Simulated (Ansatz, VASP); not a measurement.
Se in VASP and in Ansatz

Contents of POSCAR:

```
Se
1.0
    4.3551696776      0.0000000000      0.0000000000
   -2.1775848388      3.7716875786      0.0000000000
    0.0000000000      0.0000000000      4.9494500000
Se
3
Direct
    0.2170000000      0.0000000000      0.1666666667
    0.0000000000      0.2170000000      0.8333333333
    0.7830000000      0.7830000000      0.5000000000
```

File INCAR.step1:

```
SYSTEM = Se
PREC     = Accurate       ! precision mode
ENCUT    = 520            ! plane-wave cutoff, eV
ISMEAR   = 0              ! smearing method
SIGMA    = 0.1            ! smearing width, eV
LREAL    = .FALSE.        ! projectors in reciprocal space
LASPH    = .TRUE.         ! aspherical terms in the spheres
NELM     = 100            ! most SCF steps
NBANDS   = 16             ! bands
GGA      = PE             ! functional
ALGO     = Normal         ! electronic algorithm
EDIFF    = 1E-4           ! SCF threshold, eV
LWAVE    = .TRUE.         ! write WAVECAR
LCHARG   = .FALSE.        ! write CHGCAR
```

File INCAR.step2:

```
SYSTEM = Se
PREC     = Accurate       ! precision mode
ENCUT    = 520            ! plane-wave cutoff, eV
EDIFF    = 1E-6           ! SCF threshold, eV
ISMEAR   = 0              ! smearing method
SIGMA    = 0.1            ! smearing width, eV
LREAL    = .FALSE.        ! projectors in reciprocal space
LASPH    = .TRUE.         ! aspherical terms in the spheres
NELM     = 100            ! most SCF steps
ALGO     = Normal         ! electronic algorithm
ISIF     = 2              ! what is computed and relaxed
LWAVE    = .FALSE.        ! write WAVECAR
LCHARG   = .FALSE.        ! write CHGCAR
METAGGA  = R2SCAN         ! meta-GGA
LMIXTAU  = .TRUE.       
NBANDS   = 16             ! bands
ISTART   = 1
```

Contents of KPOINTS:

```
Automatic mesh
0
G
  6 6 4
  0 0 0
```

Input for Ansatz:

```yaml
crystal:
  lattice:
    - [4.3551696776, 0.0, 0.0]
    - [-2.1775848388, 3.7716875786, 0.0]
    - [0.0, 0.0, 4.94945]
  atoms:
    - { symbol: Se, position: [0.217, 0.0, 0.1666666667] }
    - { symbol: Se, position: [0.0, 0.217, 0.8333333333] }
    - { symbol: Se, position: [0.783, 0.783, 0.5] }
basis:
  ecutwfc: 500
kpoints:
  mp_grid: { grid: [6, 6, 4] }
hamiltonian:
  xc: r2scan
scf:
  occupations: { method: gaussian, width: 0.1 }
  lower_state_search: "off"
output:
  forces: true
  stress: true
  eigenvalues: true
```

Alike in both runs: task single point; functional r2SCAN; k mesh 6 × 6 × 4; occupations gaussian, width 0.1 eV; no spin polarisation.

|  | VASP | Ansatz |
| --- | --- | --- |
| version | VASP 6.6.1 | Ansatz 0.2.0 |
| potentials or method | VASP PAW PBE potentials, release 64 (Se) | scalar-relativistic, plane waves, PAW |
| plane-wave cutoff (eV) | 520 | 500 |
| valence electrons in the cell | 18 | 48 |

Ansatz gave:

```
gap on the k mesh at the Fermi level (eV)       : 1.22
least direct gap on the mesh (eV)               : 1.47
pressure (GPa)                                  : 4.0
largest component of the traceless stress (GPa) : 1.16
rms of the force components (eV/Å)              : 0.467
```

Question: Which values does VASP return?

Answer: gap on the k mesh at the Fermi level (eV): 1.21; least direct gap on the mesh (eV): 1.46; pressure (GPa): 4.0; largest component of the traceless stress (GPa): 1.15; rms of the force components (eV/Å): 0.471.

Atom by atom the forces differ by 0.004 eV/Å (rms over components). With one functional, cell and mesh, what is left measures potentials, basis and numerics. The two sets of potentials don't hold the same shells in valence.

Caveats: the PAW data sets were made with another functional, which shifts forces and pressure a little (VASP). A k mesh can miss the band edges. r2SCAN opens gaps a little over a GGA but as a rule still falls short of measured ones.
